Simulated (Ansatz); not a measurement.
## Convergence of Rh

```
CELL_PARAMETERS angstrom
0.00000 1.90155 1.90155
1.90155 0.00000 1.90155
1.90155 1.90155 0.00000
ATOMIC_POSITIONS crystal
Rh 0.00000 0.00000 0.00000
```

The conventional cell has a = 3.803 Å, b = 3.803 Å, c = 3.803 Å, α = 90.00°, β = 90.00°, γ = 90.00°. Rh (atom 1) is surrounded by 12 Rh at 2.69 Å.

The cell comes from COD entry 9008482, which wasn't checked; take it as a given geometry.

Computed with DFT, PBE, all-electron LAPW, scalar-relativistic (Ansatz 0.2.0).

Sampling and basis: a Γ-centred 16×16×16 k mesh, Fermi–Dirac smearing of 0.08 eV, basis error target 1 meV/atom, no spin polarisation. One setting is then changed at a time.

```tsv
k mesh	free energy less the base's (meV/atom)	P (GPa)	cutoff chosen (eV)
16×16×16 (base)	0.0	5.98	277
5×5×5	134	8.80	277
8×8×8	27.1	6.82	277
12×12×12	0.1	5.74	277
22×22×22	0.3	5.92	277
```
